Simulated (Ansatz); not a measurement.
**Is this HfO2 structure stable?**

The cell was relaxed from a distorted copy of a database structure.

Theory: Ansatz 0.2.0, DFT PBE, scalar-relativistic, plane waves, PAW. Cutoff 420 eV, Γ-centred 8×8×8 mesh (3-atom cell), Gaussian smearing of 0.02 eV, no spin polarisation.

```
CELL_PARAMETERS angstrom
0.00000 2.54883 2.54883
2.54883 0.00000 2.54883
2.54883 2.54883 0.00000
ATOMIC_POSITIONS crystal
Hf 0.00000 0.00000 0.00000
O 0.75000 0.75000 0.75000
O 0.25000 0.25000 0.25000
```

Formation energies are uncorrected and refer to the elements' standard structures at the same level (O₂ as a molecule).

Question: These tests were run: energy against the elements; random kick, then relaxation without symmetry; phonons on a 4×4×4 q mesh. What do they show?

Answer:

| test | result |
| --- | --- |
| energy against the elements | −3.371 eV/atom |
| random kick, then relaxation without symmetry | returns |
| phonons on a 4×4×4 q mesh | imaginary modes down to 230i cm⁻¹ |

It fails one test: phonons on a 4×4×4 q mesh. So it isn't even a local minimum.

Spin–orbit coupling, which can matter for Hf, is left out. The kick test ran on a coarse mesh. The run for the phonons used an 8×8×8 k mesh.
